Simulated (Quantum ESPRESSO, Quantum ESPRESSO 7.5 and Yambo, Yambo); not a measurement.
## Converging GW for AlN (F-43m) in Yambo

What does each rung of G0W0 on AlN (F-43m) cost, and what does it buy?

Method: PBE and many-body steps on it, plane waves, in Quantum ESPRESSO 7.5 and Yambo 5.3.0.

### 1. The structure

The structure is cubic, space group F-43m (No. 216). Conventional cell: a = 4.368 Å, b = 4.368 Å, c = 4.368 Å, α = 90.00°, β = 90.00°, γ = 90.00°. Nearest to Al lie 4 N at 1.89 Å. Nearest to N lie 4 Al at 1.89 Å. Farther neighbours and most contacts between anions are not listed.

As a file:

```cif
data_structure
_symmetry_space_group_name_H-M 'P 1'
_symmetry_Int_Tables_number 1
_cell_length_a 3.0886
_cell_length_b 3.0886
_cell_length_c 3.0886
_cell_angle_alpha 60.000
_cell_angle_beta 60.000
_cell_angle_gamma 60.000
_cell_volume 20.83
loop_
_atom_site_label
_atom_site_type_symbol
_atom_site_fract_x
_atom_site_fract_y
_atom_site_fract_z
_atom_site_occupancy
Al1 Al 0.00000 0.00000 0.00000 1
N2 N 0.75000 0.75000 0.75000 1
```

The cell and positions are those that the Materials Project relaxed with its own functionals (PBE, PBE+U or r2SCAN), kept fixed. This is not the form that AlN usually takes at ambient conditions.

### 2. Empty states on the mesh, 6×6×6 mesh, 137 bands

This step: Quantum ESPRESSO 7.5; DFT, PBE, plane waves, norm-conserving pseudopotentials.

The sums over transitions need many empty states on a uniform mesh; this step solves for them.

pw.in reads:

```
&control
  calculation = 'nscf'
  prefix = 'x'
  outdir = 'o'
  pseudo_dir = 'pseudo'
/
&system
  ibrav = 0
  nat = 2
  ntyp = 2
  ecutwfc = 72.0
  nbnd = 137
  force_symmorphic = .true.
/
&electrons
  conv_thr = 1e-9
  electron_maxstep = 80
  diago_full_acc = .true.
  diago_thr_init = 5e-6
/
ATOMIC_SPECIES
  Al 26.982 Al.upf
  N 14.007 N.upf
CELL_PARAMETERS angstrom
  -0.0000000000 2.1839935596 2.1839935596
  2.1839935596 -0.0000000000 2.1839935596
  2.1839935596 2.1839935596 -0.0000000000
ATOMIC_POSITIONS crystal
  Al 0.0000000000 0.0000000000 0.0000000000
  N 0.7500000000 0.7500000000 0.7500000000
K_POINTS automatic
  6 6 6 0 0 0
```

Started as:

```
OMP_NUM_THREADS=1 mpirun -n 8 pw.x -nk 4 -in pw.in > pw.out
```

Output:

```text
Program PWSCF v.7.5 starts

     This program is part of the open-source Quantum ESPRESSO suite
     for quantum simulation of materials; please cite
         "P. Giannozzi et al., J. Phys.:Condens. Matter 21 395502 (2009);
         "P. Giannozzi et al., J. Phys.:Condens. Matter 29 465901 (2017);
         "P. Giannozzi et al., J. Chem. Phys. 152 154105 (2020);
     in publications or presentations arising from this work. More details at

     Atomic positions and unit cell read from directory:
     o/x.save/

     Message from routine setup:
[...]
188.9542

          k = 0.2357 0.2357-0.2357 (  1441 PWs)   bands (ev):

[...]
123.8230 125.4479 126.5484 126.5484 130.2660 130.2660 132.8234 135.6875
     [... 6 further rows ...]
   182.9314 183.3522 183.3522 183.5931 183.9710 183.9710 186.3226 186.9665
   188.7147

          k =-0.3536-0.3536 0.3536 (  1458 PWs)   bands (ev):

     [... further k-points ...]

     highest occupied, lowest unoccupied level (ev):     6.9565   10.2814

     XML data file, pseudopotentials, collected wavefunctions

=------------------------------------------------------------------------------=
   JOB DONE.
=------------------------------------------------------------------------------=
```

The job ended after 4.6 s (8 MPI ranks of Arm Neoverse V1, shared host; peak memory 0.42 GiB; 36 s of CPU time).

Numbers from this step:

```
gap                                                           : 3.325 eV
k of the valence top                                          : 0, 0, 0
k of the conduction bottom                                    : 0, -0.5, -0.5
least direct gap                                              : 4.192 eV
k points computed                                             : 16
lowest point of the top converged band, above the valence top : 176.4953 eV
```

On this mesh the gap is 3.325 eV.

The density comes from a self-consistent run that is not shown.

### 3. Conversion and set-up

This step: Yambo 5.3.0; conversion and set-up on PBE, plane waves, norm-conserving pseudopotentials.

The states are converted to the many-body program's format and the q mesh is built.

Started as:

```
(cd o/x.save; p2y > p2y.log; mv SAVE ../..); yambo > setup.log
```

Output:

```text
 Yambo, version 5.3.0

 [02] CORE Variables Setup
 =========================

  [02.01] Unit cells
  ==================

  Cell kind             :  FCC
  Atoms in the cell     :  Al  N
  number of Al atoms    :  1
  number of N  atoms    :  1

  List of atomic masses
  Mass of Al    :  26.98200
  Mass of N     :  14.00700

  List of atomic coordinates    : [cc]
  Al1       :  0.000000  0.000000  0.000000  order 1
  N1       :  6.190725  6.190725  6.190725  order 2

  Alat factors          :  4.127150  4.127150  4.127150 [a.u.]
  Direct lattice volume :  140.5985 [a.u.]
[...]
Q [ 1]         [rlu]:  0.000000  0.000000  0.000000
 Q [ 2]         [rlu]:  0.37242E-17  0.37242E-17  0.16667
 Q [ 3]         [rlu]:  0.74483E-17  0.74483E-17  0.33333
[...]
Q [ 8]         [rlu]:  0.10596E-16  0.16667     -0.33333
 Q [ 9]         [rlu]: -0.74483E-17  0.16667     -0.16667
 Q [10]         [rlu]:  0.22848E-17  0.33333      0.33333
     [... 4 further rows ...]
 Q [15]         [rlu]:  0.166667  0.333333 -0.333333
 Q [16]         [rlu]:  0.166667 -0.500000 -0.333333

  [03.01] X indexes
  =================

   [03.01.01] Sigma indexes
   ========================

 [06] Game Over & Game summary
```

Wall time 2.3 s (1 MPI rank); peak memory 0.23 GiB.

### 4. 20 bands, 74.8 eV

G0W0 replaces the xc potential by the self-energy, built once from these orbitals. Only a window of levels is corrected, while the sums run over the empty bands that the input names.

This step: G0W0 on PBE, plane waves, norm-conserving pseudopotentials.

gw1.in reads:

```
HF_and_locXC
gw0
dyson
ppa
em1d
rim_cut
RandQpts= 1000000
RandGvec= 1 RL
EXXRLvcs= 72 Ry
VXCRLvcs= 288 Ry
Chimod= "HARTREE"
% BndsRnXp
 1 | 20 |
%
NGsBlkXp= 5.5 Ry
% LongDrXp
 1 | 1 | 1 |
%
% GbndRnge
 1 | 20 |
%
DysSolver= "n"
ExtendOut
PPAPntXp= 27.21138 eV
% QPkrange
 1 | 1 | 3 | 6 |
 13 | 13 | 3 | 6 |
%
```

Started as:

```
OMP_NUM_THREADS=1 mpirun -n 8 yambo -F gw1.in -J gw1 -C gw1 > gw1.log
```

Output:

```text
 Yambo, version 5.3.0

 [02] CORE Variables Setup
 =========================

  [... cell, symmetries and grids as in the set-up ...]

  [02.05] Energies & Occupations
  ==============================

  [X] === General ===
  [X] Electronic Temperature                        :  0.000000  0.000000 [eV K]
  [X] Bosonic    Temperature                        :  0.000000  0.000000 [eV K]
  [X] Finite Temperature mode                       : no
  [X] El. density                                   :  0.38398E+24 [cm-3]
  [X] Fermi Level                                   :  6.956541 [eV]

  [X] === Gaps and Widths ===
  [X] Conduction Band Min                           :  3.324859 [eV]
  [X] Valence Band Max                              :  0.000000 [eV]
  [X] Filled Bands                                  :   4
  [X] Empty Bands                                   :    5  137
  [X] Direct Gap                                    :  4.192097 [eV]
  [X] Direct Gap localized at k                     :  1
  [X] Indirect Gap                                  :  3.324859 [eV]
  [X] Indirect Gap between kpts                     :   1  13
  [X] Last valence band width                       :  2.503466 [eV]
  [X] 1st conduction band width                     :  4.659018 [eV]

 [03] Transferred momenta grid and indexing
 ==========================================

 IBZ Q-points                                      :  16
 BZ  Q-points                                      :  216

 K/Q-points units:
 rlu = crystal or reduced units; cc = cartesian coordinates; iku = interal k-units

 Q [ 1]         [rlu]:  0.000000  0.000000  0.000000
 Q [ 2]         [rlu]:  0.37242E-17  0.37242E-17  0.16667
 Q [ 3]         [rlu]:  0.74483E-17  0.74483E-17  0.33333
 Q [ 4]         [rlu]:  0.10596E-16  0.10596E-16 -0.50000
 Q [ 5]         [rlu]:  0.11424E-17  0.16667      0.16667
 Q [ 6]         [rlu]:  0.37242E-17  0.16667      0.33333
 Q [ 7]         [rlu]:  0.16156E-16  0.16667      0.50000
 Q [ 8]         [rlu]:  0.10596E-16  0.16667     -0.33333
 Q [ 9]         [rlu]: -0.74483E-17  0.16667     -0.16667
 Q [10]         [rlu]:  0.22848E-17  0.33333      0.33333
     [... 4 further rows ...]
 Q [15]         [rlu]:  0.166667  0.333333 -0.333333
 Q [16]         [rlu]:  0.166667 -0.500000 -0.333333

 [04] Coloumb potential Random Integration (RIM)
 ===============================================

  [04.01] RIM initialization
  ==========================

  * Diagonal components only detected *

  8 x (sBL volume)        :  0.065342 [a.u.]
  sBZ random points       :  1000000
  Points outside the sBZ  :   7996195
  RL volume               :  1.764245 [a.u.]
  Integrated volume       :  1.765085 [a.u.]

  [04.02] RIM integrals
  =====================

  Gamma point sphere radius             :  0.073060 [a.u.]
  Points outside the sphere             :   799659
  [Int_sBZ(q=0) 1/q^2]*(Vol_sBZ)^(-1/3) =:  7.764404
                                 should be <:  7.795600

  Summary of Coulomb integrals for non-metallic bands |Q|[au] RIM/Bare

  Q [1] 0.100000E-4 0.995998 * Q [2] 0.219740 1.065683
  Q [5] 0.253734 1.065194 * Q [9] 0.358834 1.026119
  Q [6] 0.420770 1.019967 * Q [3] 0.439480 1.017314
  Q [10] 0.507468 1.014132 * Q [8] 0.553000 1.010838
  Q [14] 0.567366 1.011005 * Q [7] 0.621518 1.009135
  Q [11] 0.659220 1.008371 * Q [4] 0.659220 1.007575
  Q [12] 0.717668 1.006648 * Q [15] 0.750555 1.006102
  Q [13] 0.761202 1.005892 * Q [16] 0.802377 1.005337

 [WARNING] [Xp] User bands 1-20 break level degeneracy

 [05] Dipoles
 ============

  [05.01] Setup: observables and procedures
  =========================================

 [06] Dynamic Dielectric Matrix (PPA)
 ====================================

 [SLK-Inversion]  Pools        :  2
 [SLK-Inversion]  BLACS grid   :  2  2

 [WR./gw1//ndb.pp]---------------------------------------------------------------
  Brillouin Zone Q/K grids (IBZ/BZ)                :   16  216   16  216
  RL vectors                                       :  1989 [WF]
  Coulomb cutoff potential                         : none
  Electronic Temperature                           :  0.000000 [K]
  Bosonic    Temperature                           :  0.000000 [K]
  PPA    diel. fun.  energies                      : Perdew, Burke & Ernzerhof(X)+Perdew, Burke & Ernzerhof(C)
  wavefunctions                                    : Perdew, Burke & Ernzerhof(X)+Perdew, Burke & Ernzerhof(C)
  Global Gauge                                     : length
  X matrix size                                    :   51
  X band range                                     :   1  20
  X e/h energy range                               : -1.000000 -1.000000 [eV]
  X Time ordering                                  : R
  X Hxc Kernel                                     : HARTREE
  X Drude frequency                                :  0.000000  0.000000
  X poles                                          :  100.0000 [o/o]
  RL vectors in the sum                            :  1989
  [r,Vnl] included                                 : yes
  Field direction                                  :  0.577350E-5  0.577350E-5  0.577350E-5
  BZ energy Double Grid                            : no
  BZ energy DbGd points                            : 0
  BZ Q point size factor                           : -1.000000
  X Optical Averaged directions                    : none

 [07] Local Exchange-Correlation + Non-Local Fock
 ================================================

 [VXC] Plane waves :  11575
 [EXS] Plane waves :  1471

 QP @ state[ 1 ] K range:  1  1
 QP @ state[ 1 ] b range:   3   6
 QP @ state[ 2 ] K range:  13  13
 QP @ state[ 2 ] b range:   3   6

 [xc] Functional : Perdew, Burke & Ernzerhof(X)+Perdew, Burke & Ernzerhof(C)
 [xc] LIBXC used to calculate xc functional
  PP Number of Atomic Species                      :  2
  NLCC RL compoments                               :  11575
  PP Number of Atomic Species                      :  2
  NLCC RL compoments                               :  11575

 [xc] E_xc :  -3.456492 [Ha]
      E_xc :  -6.912984 [Ry]

  Local XC kind (lXC) : Perdew, Burke & Ernzerhof(X)+Perdew, Burke & Ernzerhof(C)
  Non-Local XC kind (nlXC) : Hartree-Fock

  Corrections @ K [1] :  [eV]
 <3|nlXC|3> = -20.91664 -0.42373E-17 <3|lXC|3> = -16.95948 -0.37763E-15
 <4|nlXC|4> = -20.91667  0.11681E-17 <4|lXC|4> = -16.95948  0.82608E-16
 <5|nlXC|5> = -8.110821  0.45392E-17 <5|lXC|5> = -12.53146 -0.18882E-15
 <6|nlXC|6> = -4.110383  0.56734E-18 <6|lXC|6> = -9.891617 -0.94416E-16

  Corrections @ K [13] :  [eV]
 <3|nlXC|3> = -20.07499 -0.14891E-16 <3|lXC|3> = -15.43180  0.28323E-15
 <4|nlXC|4> = -20.07499  0.21775E-17 <4|lXC|4> = -15.43180  0.94404E-16
 <5|nlXC|5> = -5.063808  0.24078E-18 <5|lXC|5> = -9.205519 -0.70807E-16
 <6|nlXC|6> = -4.411374  0.79479E-18 <6|lXC|6> = -9.460530  0.94404E-16

 [08] Dyson equation: Newton solver
 ==================================

  [08.01] G0W0 (W PPA)
  ====================

  [  GW  ] Bands range     :   1  20
  [GW/PPA] G damping       :  0.100000 [eV]

  QP @ state[ 1 ] K range:  1  1
  QP @ state[ 1 ] b range:   3   6
  QP @ state[ 2 ] K range:  13  13
  QP @ state[ 2 ] b range:   3   6

   Sc/G bands                                       :   1  20
   Sc/G damping                                     :  0.100000 ev
   Sc bands terminator                              : no
   Sx RL components                                 :  1471

   QP @ state[ 1 ] K range                          :  1  1
   QP @ state[ 1 ] b range                          :   3   6
   QP @ state[ 2 ] K range                          :  13  13
   QP @ state[ 2 ] b range                          :   3   6
   GF energies kind                                 : Perdew, Burke & Ernzerhof(X)+Perdew, Burke & Ernzerhof(C)
   GF WF`s kind                                     : Perdew, Burke & Ernzerhof(X)+Perdew, Burke & Ernzerhof(C)
   Xs energies kind                                 : Perdew, Burke & Ernzerhof(X)+Perdew, Burke & Ernzerhof(C)
   Xs WF`s kind                                     : Perdew, Burke & Ernzerhof(X)+Perdew, Burke & Ernzerhof(C)

 [11] Game Over & Game summary
```

It took 9.6 s on 8 MPI ranks; peak memory 2.4 GiB; 68 s of CPU time.

This step gave:

| Quantity | Value |
| --- | --- |
| G0W0 gap on the points computed | 4.249 eV |
| starting gap on the mesh | 3.325 eV |
| k of the valence top | 0, 0, 0 |
| k of the conduction bottom | 0, -0.5, -0.5 |
| least direct G0W0 gap on the computed points | 5.379 eV |
| Z at the valence top | 0.7978 |
| Z at the conduction bottom | 0.8418 |

The gap on the mesh goes from 3.32 eV to 4.25 eV, a correction of +0.92 eV.

(Continued in part 2 of 2.)

[Paths, hosts, dates, memory and timing lines, banners, echoed tables and standing remarks are left out of the program output.]

[Logs are printed without paths, hosts, clocks, repeated set-up lines and the standing remarks that a program may print on its own settings, such as how far it seeks lower states.]

[Runs of the session that timed out or met a known fault of the program may be left out.]

[Hosts, paths, dates, database ids (printed as entryN), source tags and the programs' standing remarks are cut or masked in the printed files.]
